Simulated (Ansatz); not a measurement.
A run of Ansatz 0.2.0:

File input.yaml:

```yaml
crystal:
  lattice:
    - [1.938694, -1.95319015, 0.0]
    - [1.938694, 1.95319015, 0.0]
    - [0.0, 0.0, 3.0994300413]
  atoms:
    - { symbol: Ni, position: [0.5, 0.5, 0.5], spin: 1.0 }
    - { symbol: Al, position: [0.0, 0.0, 0.0] }
hamiltonian:
  xc: pbesol
  pseudopotentials: { kind: paw }
magnetization:
  spin_polarized: true
kpoints:
  mp_grid: { grid: [8, 8, 8] }
scf:
  occupations: { method: fermi_dirac, width: 0.05 }
phonons:
  method: dfpt
  qmesh: [2, 2, 2]
  temperatures: { t_max: 1000, t_step: 100 }
  qpath:
    path:
      - [[0.0, 0.0, 0.0], [0.4963028801, 0.4963028801, 0.0], [0.0, 0.5, 0.0], [0.0, 0.5, 0.5], [0.4963028801, 0.4963028801, 0.5], [0.0, 0.0, 0.5], [0.0, 0.0, 0.0], [-0.5, 0.5, 0.0], [-0.4963028801, 0.5036971199, 0.0], [-0.4963028801, 0.5036971199, 0.5], [-0.5, 0.5, 0.5], [-0.5, 0.5, 0.0]]
      - [[0.0, 0.0, 0.5], [-0.5, 0.5, 0.5]]
    npoints: 8
```

Potentials or basis: Ansatz PAW.

Command:

```console
$ ansatz run input.yaml --threads 2 --pin off --max-ram 5632MiB --backend cpu --events-out ev --progress --plain --runs-dir out
```

Hardware: 2 threads of Intel(R) Xeon(R) 6975P-C (Granite Rapids), with other jobs on the host.

Task: How long does it take, and how much memory?

Result: Wall time 72 s on 2 threads of Intel(R) Xeon(R) 6975P-C (Granite Rapids) (shared host), peak memory 0.71 GiB. Counts: scf iterations 6, plane waves 475, k points 105, bands 15.
